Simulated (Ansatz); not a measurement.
**Which element?**

Cell vectors (Å):

```
0.0000 2.7238 2.7238
2.7238 0.0000 2.7238
2.7238 2.7238 0.0000
```

```
atom       a       b       c
   X  0.0000  0.0000  0.0000
  Cl  0.5000  0.5000  0.5000
```

Level of theory: PBEsol, all-electron LAPW in Ansatz 0.2.0, scalar-relativistic. k mesh 8×8×8, fixed occupations.

Harmonic phonons of a crystal by Kohn-Sham DFT at the given cell, standard atomic masses, acoustic sum rule imposed; negative wavenumbers are unstable modes.

| point | q a (r.l.u.) | q b (r.l.u.) | q c (r.l.u.) | branch | phonon wavenumber (cm⁻¹) |
| --- | --- | --- | --- | --- | --- |
| Gamma | 0 | 0 | 0 | 4 | 116.2 |
| L | 0.5 | 0 | 0 | 1 | 50 |
| L | 0.5 | 0 | 0 | 3 | 65.4 |
| L | 0.5 | 0 | 0 | 5 | 101.6 |
| L | 0.5 | 0 | 0 | 6 | 196.6 |
| X | 0.5 | 0.5 | 0 | 1 | 31.1 |
| X | 0.5 | 0.5 | 0 | 3 | 50.6 |
| X | 0.5 | 0.5 | 0 | 4 | 153.8 |
| X | 0.5 | 0.5 | 0 | 6 | 190.2 |

All X atoms are one element. Which one was computed?

Ag; the crystal is AgCl (Fm-3m).

Known limits: no LO-TO term at the zone centre.
